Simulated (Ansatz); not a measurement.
Relaxed Li3N (Li3N type, space group P6/mmm):

```
Li3N
1.0
    3.63435     0.00000     0.00000
   -1.81718     3.14744     0.00000
    0.00000     0.00000     3.86452
Li N
3 1
Direct
  0.00000   0.00000   0.50000
  0.33333   0.66667   0.00000
  0.66667   0.33333   0.00000
  0.00000   0.00000   0.00000
```

A phonon eigenvector at Γ is frozen into this cell: atom i moves by Q times the vector below, so Q is the largest atomic displacement, in Å. The cell is held.

```csv
atom,x,y,z
Li1,0.000,0.000,-1.000
Li2,0.000,0.000,0.025
Li3,0.000,0.000,0.025
N4,0.000,0.000,0.471
```

Method: PBE (plane waves to 420 eV, PAW, scalar-relativistic; Ansatz, a quantum-chemistry and plane-wave program). k mesh 10×10×9 (Γ-centred), Fermi-Dirac smearing 0.05 eV. E stands for the smeared free energy. Li3N was relaxed with its symmetry unable to fall. ΔE is measured from the undisplaced structure.

```
Q (Å)   ΔE (meV/cell)
------  -------------
-0.100           85.7
-0.067           37.3
-0.033            9.2
0.000             0.0
0.033             9.2
0.067            37.3
0.100            85.7
```

Question: Which DFPT wavenumber at Γ belongs to this mode?
(A) 667 cm⁻¹
(B) 320 cm⁻¹
(C) 484 cm⁻¹

Answer: A, 667 cm⁻¹. The curvature of the scan gives 667 cm⁻¹

(A displaced cell: forces are minus the slopes of the energy, force constants its curvatures, and phonons follow from these.)
